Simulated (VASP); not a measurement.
# VASP 6.6.1, r²SCAN single-point calculation, HgS (strained zincblende)

INCAR

```
LCHARG = .FALSE.
SIGMA = 0.02
ISIF = 2
PREC = Accurate
NSW = 0
EDIFF = 1E-7
NELM = 120
METAGGA = R2SCAN
NBANDS = 16
ENCUT = 520
ISMEAR = -1
LASPH = .TRUE.
IBRION = -1
LREAL = .FALSE.
LWAVE = .FALSE.
ALGO = Normal
```

KPOINTS

```
KPOINTS created by Atomic Simulation Environment
0
Gamma
8 8 8
0 0 0
```

KPOINTS_OPT

```
special points
6
Reciprocal
0.0000000000 0.0000000000 0.0000000000 1
-0.5000000000 -0.5000000000 0.0000000000 1
-0.3750000000 -0.3750000000 0.2500000000 1
-0.3750000000 0.0000000000 0.3750000000 1
0.0000000000 0.0000000000 0.5000000000 1
-0.5000000000 -0.2500000000 0.2500000000 1
```

POSCAR

```
Hg S
 1.0000000000000000
     0.0000000000000000    2.9355344415000002    2.9355344415000002
     2.9355344415000002    0.0000000000000000    2.9355344415000002
     2.9355344415000002    2.9355344415000002    0.0000000000000000
 Hg  S
   1   1
Cartesian
  0.0000000000000000  0.0000000000000000  0.0000000000000000
  1.4677672207500001  1.4677672207500001  1.4677672207500001
```

VASP ran with the recommended PBE PAW datasets (18 valence electrons in the cell).

OSZICAR

```
N       E                     dE             d eps       ncg     rms          rms(c)
DAV:   1     0.550205623468E+02    0.55021E+02   -0.89380E+03   968   0.104E+03
DAV:   2    -0.593299024720E+02   -0.11435E+03   -0.10549E+03  1104   0.247E+02
DAV:   3    -0.634479551377E+02   -0.41181E+01   -0.41084E+01  1152   0.490E+01
DAV:   4    -0.634720688956E+02   -0.24114E-01   -0.24111E-01  1160   0.379E+00
DAV:   5    -0.634723759422E+02   -0.30705E-03   -0.30704E-03  1144   0.410E-01    0.102E+01
DAV:   6    -0.577270652757E+02    0.57453E+01   -0.29763E+00   968   0.249E+01    0.111E+01
DAV:   7    -0.577212161024E+02    0.58492E-02   -0.24229E-01  1096   0.479E+00    0.687E+00
DAV:   8    -0.577286073578E+02   -0.73913E-02   -0.50229E-02  1096   0.271E+00    0.957E-01
DAV:   9    -0.577295537089E+02   -0.94635E-03   -0.42825E-03  1224   0.751E-01    0.225E-01
DAV:  10    -0.577294861928E+02    0.67516E-04   -0.10639E-03  1080   0.358E-01    0.733E-02
DAV:  11    -0.577295203975E+02   -0.34205E-04   -0.10715E-04  1256   0.980E-02    0.443E-02
DAV:  12    -0.577295331905E+02   -0.12793E-04   -0.22320E-05   992   0.396E-02    0.148E-02
DAV:  13    -0.577295334395E+02   -0.24902E-06   -0.27200E-06  1264   0.207E-02    0.258E-03
DAV:  14    -0.577295333643E+02    0.75237E-07   -0.10105E-07   712   0.433E-03
   1 F= -.57729533E+02 E0= -.57729458E+02  d E =-.151674E-03
       N       E                     dE             ncg
DAV:   1     0.113601175270E+04   -0.28961E+04      192
DAV:   2     0.443315755477E+03   -0.69270E+03      232
DAV:   3     0.418749266193E+03   -0.24566E+02      248
DAV:   4     0.418611050998E+03   -0.13822E+00      224
DAV:   5     0.418609229528E+03   -0.18215E-02      256
DAV:   6     0.418609195140E+03   -0.34388E-04      240
DAV:   7     0.418609194373E+03   -0.76691E-06      256
DAV:   8     0.418609194357E+03   -0.16545E-07      200
```

From OUTCAR

```
k-points           NKPTS =     29   k-points in BZ     NKDIM =     29   number of bands    NBANDS=     16

   NELECT =      18.0000    total number of electrons

   dimension x,y,z NGX =    32 NGY =   32 NGZ =   32
   dimension x,y,z NGXF=    64 NGYF=   64 NGZF=   64

  energy-cutoff  :      520.00
  volume of cell :       50.59
      direct lattice vectors                 reciprocal lattice vectors
     0.000000000  2.935534442  2.935534442    -0.170326736  0.170326736  0.170326736
     2.935534442  0.000000000  2.935534442     0.170326736 -0.170326736  0.170326736
     2.935534442  2.935534442  0.000000000     0.170326736  0.170326736 -0.170326736

 k-points in reciprocal lattice and weights: KPOINTS created by Atomic Simulation Env
   0.00000000  0.00000000  0.00000000       0.002
   0.12500000  0.00000000  0.00000000       0.016
   0.25000000  0.00000000  0.00000000       0.016
   0.37500000  0.00000000  0.00000000       0.016
   0.50000000  0.00000000  0.00000000       0.008
   0.12500000  0.12500000  0.00000000       0.012
   0.25000000  0.12500000  0.00000000       0.047
   0.37500000  0.12500000  0.00000000       0.047
   ...

 E-fermi :   1.8054

 k-point     1 :       0.0000    0.0000    0.0000
  band No.  band energies     occupation
      1     -11.9891      2.00000
      2      -5.5245      2.00000
      3      -5.5245      2.00000
      4      -5.5245      2.00000
      5      -4.5722      2.00000
      6      -4.5722      2.00000
      7       1.6122      1.99987
      8       1.7915      1.33575
      9       1.7915      1.33575
     10       1.7915      1.33575
     11       8.2567      0.00000
     12       8.2567      0.00000
     13       8.2567      0.00000
     14      12.0453      0.00000
     15      13.9166      0.00000
     16      13.9166      0.00000

 k-point     2 :       0.1250    0.0000    0.0000
  band No.  band energies     occupation
      1     -11.9133      2.00000
      2      -5.4917      2.00000
      3      -5.4863      2.00000
      4      -5.4863      2.00000
      5      -4.5747      2.00000
      6      -4.5747      2.00000
      7       0.3551      2.00000
      8       1.6370      1.99956
      9       1.6370      1.99956
     10       2.7933      0.00000
     11       7.8197      0.00000
     12       8.4703      0.00000
     13       8.4703      0.00000
     14      13.0319      0.00000
     15      13.2520      0.00000
     16      13.2520      0.00000

 k-point     3 :       0.2500    0.0000    0.0000
  band No.  band energies     occupation
      1     -11.7256      2.00000
      2      -5.4011      2.00000
      3      -5.4011      2.00000
      4      -5.3242      2.00000
      5      -4.5656      2.00000
      6      -4.5656      2.00000
      7      -1.1762      2.00000
      8       1.2809      2.00000
      9       1.2809      2.00000
     10       3.4694      0.00000
     11       7.7638      0.00000
     12       8.8481      0.00000
     13       8.8481      0.00000
     14      12.8383      0.00000
     15      12.9430      0.00000
     16      12.9430      0.00000

 k-point     4 :       0.3750    0.0000    0.0000
  band No.  band energies     occupation
      1     -11.5314      2.00000
      2      -5.3315      2.00000
      3      -5.3315      2.00000
      4      -4.8715      2.00000
      5      -4.5284      2.00000
      6      -4.5284      2.00000
      7      -2.6962      2.00000
      8       0.9381      2.00000
      9       0.9381      2.00000
     10       3.6635      0.00000
     11       8.5505      0.00000
     12       8.9852      0.00000
     13       8.9852      0.00000
     14      12.3846      0.00000
     15      13.6540      0.00000
     16      13.6540      0.00000

 k-point     5 :       0.5000    0.0000    0.0000
  band No.  band energies     occupation
      1     -11.4493      2.00000
      2      -5.3088      2.00000
      3      -5.3088      2.00000
      4      -4.5026      2.00000
      5      -4.5026      2.00000
      6      -4.1647      2.00000
      7      -3.8069      2.00000
      8       0.7977      2.00000
      9       0.7977      2.00000
     10       3.6768      0.00000
     11       8.9781      0.00000
     12       8.9781      0.00000
     13       9.1054      0.00000
     14      12.3504      0.00000
     15      14.5255      0.00000
     16      14.5255      0.00000

 k-point     6 :       0.1250    0.1250    0.0000
  band No.  band energies     occupation
      1     -11.8880      2.00000
      2      -5.5270      2.00000
      3      -5.4497      2.00000
      4      -5.4497      2.00000
      5      -4.6037      2.00000
      6      -4.5493      2.00000
      7       0.3193      2.00000
      8       1.3946      2.00000
      9       1.3946      2.00000
     10       3.1696      0.00000
     11       7.3527      0.00000
     12       8.7294      0.00000
     13       8.7294      0.00000
     14      12.1577      0.00000
     15      13.5799      0.00000
     16      13.9251      0.00000

 k-point     7 :       0.2500    0.1250    0.0000
  band No.  band energies     occupation
      1     -11.7372      2.00000
      2      -5.4695      2.00000
      3      -5.3580      2.00000
      4      -5.3372      2.00000
      5      -4.6170      2.00000
      6      -4.5269      2.00000
      7      -0.7797      2.00000
      8       0.9933      2.00000
      9       1.0430      2.00000
     10       3.8892      0.00000
     11       7.0525      0.00000
     12       8.9727      0.00000
     13       9.2101      0.00000
     14      11.7055      0.00000
     15      13.6954      0.00000
     16      14.2982      0.00000

 k-point     8 :       0.3750    0.1250    0.0000
  band No.  band energies     occupation
      1     -11.5443      2.00000
      2      -5.3545      2.00000
      3      -5.2768      2.00000
      4      -5.0540      2.00000
      5      -4.5621      2.00000
      6      -4.4994      2.00000
      7      -2.2015      2.00000
      8       0.6020      2.00000
      9       0.6653      2.00000
     10       4.2573      0.00000
     11       7.6343      0.00000
     12       8.8847      0.00000
     13       9.4272      0.00000
     14      12.3736      0.00000
     15      13.8686      0.00000
     16      14.0703      0.00000

 k-point     9 :       0.5000    0.1250    0.0000
  band No.  band energies     occupation
      1     -11.4241      2.00000
      2      -5.2992      2.00000
      3      -5.2491      2.00000
      4      -4.6332      2.00000
      5      -4.4967      2.00000
      6      -4.2631      2.00000
      7      -3.4622      2.00000
      8       0.2377      2.00000
      9       0.5862      2.00000
     10       4.3134      0.00000
     11       8.1495      0.00000
     12       9.2525      0.00000
     13       9.3390      0.00000
     14      12.9139      0.00000
     15      14.1914      0.00000
     16      14.5551      0.00000

 k-point    10 :      -0.3750    0.1250    0.0000
  band No.  band energies     occupation
      1     -11.4514      2.00000
      2      -5.2922      2.00000
      3      -5.2747      2.00000
      4      -4.6836      2.00000
      5      -4.5469      2.00000
      6      -4.4276      2.00000
      7      -3.0818      2.00000
      8       0.1304      2.00000
      9       0.8045      2.00000
     10       4.2992      0.00000
     11       8.3279      0.00000
     12       8.9336      0.00000
     13       9.2124      0.00000
     14      13.3108      0.00000
     15      13.3952      0.00000
     16      14.6650      0.00000

 k-point    11 :      -0.2500    0.1250    0.0000
  band No.  band energies     occupation
      1     -11.6091      2.00000
      2      -5.3496      2.00000
      3      -5.3339      2.00000
      4      -5.1781      2.00000
      5      -4.5980      2.00000
      6      -4.5060      2.00000
      7      -1.7368      2.00000
      8       0.3689      2.00000
      9       1.2023      2.00000
     10       4.1302      0.00000
     11       7.8489      0.00000
     12       8.6484      0.00000
     13       9.0285      0.00000
     14      12.4036      0.00000
     15      13.5881      0.00000
     16      14.1669      0.00000

 k-point    12 :      -0.1250    0.1250    0.0000
  band No.  band energies     occupation
      1     -11.7999      2.00000
      2      -5.4445      2.00000
      3      -5.4417      2.00000
      4      -5.3917      2.00000
      5      -4.6009      2.00000
      6      -4.5464      2.00000
      7      -0.4495      2.00000
      8       0.9663      2.00000
      9       1.5539      1.99999
     10       3.5136      0.00000
     11       7.5090      0.00000
     12       8.6646      0.00000
     13       8.7739      0.00000
     14      12.4261      0.00000
     15      13.1510      0.00000
     16      14.1596      0.00000

 ...

  Total        0.6724033      0.6724033      0.6724033      0.0000000     -0.0000000     -0.0000000
  in kB       21.2935890     21.2935890     21.2935890      0.0000000     -0.0000000     -0.0000000
  external PRESSURE =      21.2935890 kB  Pullay stress =       0.0000000 kB

 POSITION                                       TOTAL-FORCE (eV/Angst)
 -----------------------------------------------------------------------------------
      0.00000      0.00000      0.00000         0.000000      0.000000      0.000000
      1.46777      1.46777      1.46777        -0.000000     -0.000000     -0.000000
 -----------------------------------------------------------------------------------
    total drift:                                0.000000      0.000000      0.000000

  FREE ENERGIE OF THE ION-ELECTRON SYSTEM (eV)
  ---------------------------------------------------
  free  energy   TOTEN  =       -57.7295333643 eV

  energy  without entropy=      -57.7293816901  energy(sigma->0) =      -57.72945753
```

The gap between bands v and c is 0.00 eV, the least direct gap is 0.00 eV and the pressure is 2.1 GPa.

Band v is the last that the valence electrons fill when counted band by band, and c is the next.
